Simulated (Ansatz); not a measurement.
# Mo: a trial structure relaxed

Aim: relax Mo from this start, random cell without symmetry, and see where it ends.

Computed with Ansatz 0.2.0 (DFT PBE, scalar-relativistic, plane waves, PAW, unless a step's input says otherwise).

## (1) The starting structure

Symmetry: P1, No. 1, triclinic system. Conventional cell: a = 3.993 Å, b = 5.490 Å, c = 6.035 Å, α = 99.31°, β = 96.44°, γ = 110.38°. Mo (site symmetry 1) has 1 Mo at 1.91 Å as nearest neighbours. Around Mo (site symmetry 1) lie 2 Mo at 2.07 to 2.09 Å. Mo (site symmetry 1) is surrounded by 5 Mo at 1.95 to 2.23 Å. Mo (site symmetry 1) has 2 Mo at 2.03 to 2.17 Å as nearest neighbours. Around Mo (site symmetry 1) lie 4 Mo at 1.95 to 2.23 Å.

Coordinates:

```xyz
6
Lattice="5.5515 0.0000 0.0000 1.4972 3.7022 0.0000 -1.4522 -0.1429 5.8554" Properties=species:S:1:pos:R:3 pbc="T T T"
Mo    3.0514    0.2861    2.7541
Mo    1.4759    3.0024    5.2071
Mo    4.6467    2.0896    2.5884
Mo    1.1798    2.3290    3.2511
Mo    1.9678    3.4258    1.7321
Mo    0.8488    0.4648    3.7314
```

## (2) A loose first relaxation

input.yaml reads:

```yaml
crystal:
  lattice:
    - [5.5514500377, 0.0, 0.0]
    - [1.4972167928, 3.7021884828, 0.0]
    - [-1.4521607256, -0.1429384917, 5.8554337829]
  atoms:
    - { symbol: Mo, position: [0.6469499388, 0.095443319, 0.470354689] }
    - { symbol: Mo, position: [0.2705051543, 0.8453076457, 0.8892821635] }
    - { symbol: Mo, position: [0.7958266517, 0.5814912765, 0.4420454888] }
    - { symbol: Mo, position: [0.1823136894, 0.6505230354, 0.5552293516] }
    - { symbol: Mo, position: [0.1791950423, 0.9367612652, 0.2958189004] }
    - { symbol: Mo, position: [0.2790885638, 0.1501467819, 0.6372498341] }
basis:
  ecutwfc: 420
kpoints:
  mp_grid: { grid: [4, 6, 4] }
hamiltonian:
  xc: pbe
scf:
  occupations: { method: gaussian, width: 0.1 }
  lower_state_search: "off"
output:
  forces: true
  stress: true
  eigenvalues: true
relax:
  adjacent_minimum: "off"
  f_tol: 0.04
  max_steps: 70
  cell: { stress_tol: 0.4 }
```

The session goes on with these runs: coarse relaxation; relaxing cell and atoms.

**Question.** What will these runs give?

**Answer**, as computed:

```
           quantity                                                                        value
cell (conventional)  a = 5.171 Å, b = 5.171 Å, c = 12.780 Å, α = 90.00°, β = 90.00°, γ = 120.00°
        space group                                                               R-3m (No. 166)
             volume                                                                16.44 Å³/atom
    gap on the mesh                                                                 none (metal)
```

**Reading.** The structure ended in another space group than at the start: P1 to R-3m.
